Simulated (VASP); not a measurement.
# Te2Pb: single point with r2SCAN

The system is Te2Pb.

```
Pb Te
1.0
     0.00000    3.79661    3.79661
     3.79661    0.00000    3.79661
     3.79661    3.79661    0.00000
Pb Te
1 2
Direct
  0.00000 0.00000 0.00000
  0.25000 0.25000 0.25000
  0.75000 0.75000 0.75000
```

The cell was built by a generator and needn't be a form met in nature.

* Program: VASP 6.6.1
* Task: single point
* Functional: r2SCAN
* Potentials or basis: VASP PAW PBE potentials, release 64 (Pb_d, Te)
* Cutoff: 520 eV
* k mesh: 6 × 6 × 6
* Occupations: fermi-dirac, width 0.02 eV
* Spin: no spin polarisation
* Dipole correction: no
* Further INCAR settings: ALGO = Normal; EDIFF = 1e-06; NBANDS = 20

```yaml
Pressure: 0.0 GPa
Band_gap_on_the_k_mesh: none (metal or under the smearing width)
```

Levels at points of the mesh, in eV from the Fermi level:
| k point | band 9 | band 10 | band 11 | band 12 | band 13 | band 14 | band 15 | band 16 | band 17 | band 18 |
| --- | --- | --- | --- | --- | --- | --- | --- | --- | --- | --- |
| (0.00, 0.00, 0.00) | -2.26 | -2.26 | -2.26 | -1.06 | -1.06 | -1.06 | 2.11 | 2.11 | 2.11 | 5.72 |
| (0.50, 0.00, 0.00) | -2.57 | -2.57 | -2.18 | -1.50 | -1.50 | 0.32 | 3.75 | 3.75 | 5.04 | 6.18 |
| (0.50, 0.50, 0.00) | -3.87 | -3.87 | -1.79 | 0.61 | 0.61 | 1.08 | 2.75 | 4.72 | 4.72 | 5.71 |

Wall time 79 s on 1 thread of AMD EPYC 9R45 96-Core Processor (Zen 5), on a shared host, peak memory 0.24 GiB.

Caveat: the PAW data sets were made with another functional, which shifts forces and pressure a little. The run has no spin-orbit coupling, so splittings on Pb, Te are missing.
